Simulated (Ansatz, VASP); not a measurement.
This is a calculation of BiTe for Ansatz 0.2.0.

input.yaml

```yaml
crystal:
  lattice:
    - [0.0, 3.235, 3.2997]
    - [3.235, 0.0, 3.2997]
    - [3.235, 3.235, 0.0]
  atoms:
    - { symbol: Bi, position: [0.0, 0.0, 0.0] }
    - { symbol: Te, position: [0.5, 0.5, 0.5] }
hamiltonian:
  xc: pbe
  pseudopotentials: { kind: paw }
kpoints:
  mp_grid: { grid: [7, 7, 7] }
scf:
  occupations: { method: fermi_dirac, width: 0.05 }
output:
  forces: true
  stress: true
  eigenvalues: true
```

Potentials or basis: Ansatz PAW.

The run is started by

```console
$ ansatz run input.yaml --threads 2 --pin off --max-ram 5632MiB --backend cpu --events-out ev --progress --plain --runs-dir out
```

Translate it to VASP 6.6.1. Potentials there: VASP PAW PBE potentials, release 64 (Bi_d, Te).

As run (the cutoff follows the program's own potentials):

INCAR

```
PREC     = Accurate       # precision mode
ENCUT    = 520            # plane-wave cutoff, eV
EDIFF    = 1E-6           # SCF threshold, eV
ISMEAR   = -1             # smearing method
SIGMA    = 0.05           # smearing width, eV
LREAL    = F              # projectors in reciprocal space
LASPH    = T              # aspherical terms in the spheres
NELM     = 100            # most SCF steps
ALGO     = Normal         # electronic algorithm
ISIF     = 2              # what is computed and relaxed
LWAVE    = F              # write WAVECAR
LCHARG   = F              # write CHGCAR
GGA      = PE             # functional
NBANDS   = 18             # bands
```

KPOINTS

```
Automatic mesh
0
Gamma
  7 7 7
```

File POSCAR:

```
BiTe
1.0
    0.0000000000      3.2350000000      3.2997000000
    3.2350000000      0.0000000000      3.2997000000
    3.2350000000      3.2350000000      0.0000000000
Bi Te
1 1
Direct
    0.0000000000      0.0000000000      0.0000000000
    0.5000000000      0.5000000000      0.5000000000
```

Potentials or basis: VASP PAW PBE potentials, release 64 (Bi_d, Te).

Run with:

```console
$ cat potpaw_PBE.64/Bi_d/POTCAR potpaw_PBE.64/Te/POTCAR > POTCAR
$ mpirun -np 1 vasp_std > vasp.out
```

Both were run:

|  | VASP | Ansatz | Ansatz less VASP |
| --- | --- | --- | --- |
| gap on the k mesh at the Fermi level (eV) | none | none | - |
| pressure (GPa) | -0.1 | 0.0 | +0.06 |
| largest component of the traceless stress (GPa) | 0.47 | 0.47 | +0.007 |

A gap of «none» marks a metal or a gap that the smearing closes. The two sets of potentials don't hold the same shells in valence.

Caveats: spin-orbit coupling is left out, which moves the levels of the heavy elements.
